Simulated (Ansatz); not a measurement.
Al: energy along a strain

Al, Im-3m, a = 3.213 Å. This isn't the element's structure at ambient conditions. Ansatz: PBEsol, PAW, 420 eV, Γ-centred 26×26×26 mesh on 1 atom, Gaussian smearing 0.15 eV; no spin polarisation. Cell vectors (Å): -1.606 1.606 1.606; 1.606 -1.606 1.606; 1.606 1.606 -1.606. The cell is strained by x per cent times the pattern (0 0 0 0 0 1) in the order xx yy zz yz xz xy (engineering shears), with fractional coordinates held. y is the free energy over the start, V0 = 16.583 Å³/atom. Symmetry makes y even in x. Points with a strain past 8.5 % were computed too (4) and aren't used here.

```tsv
x (%)	y (meV/atom)
-7.50	13.03
0.00	0.00
1.87	0.89
3.75	3.24
5.62	?
```

**Question.** Fit y = c2 x² + c4 x⁴ to the other rows, get the stiffness along the pattern, and predict the missing energy.

**Answer.** Least squares on the rows shown. y = 0.2323 x² − 1.182×10⁻⁵ x⁴. The clamped-ion stiffness p·C·p = 2 × 2.323 eV × 160.2 / 16.583 Å³ = 45 GPa, which is C66 in these axes (C44 of the cubic crystal). At x = 5.62 the fit asked for gives 7.33 meV/atom. The run gave 7.25 meV/atom, so the fit is 0.08 meV/atom too high, within twice the rms miss on the fitted rows (0.05 meV/atom).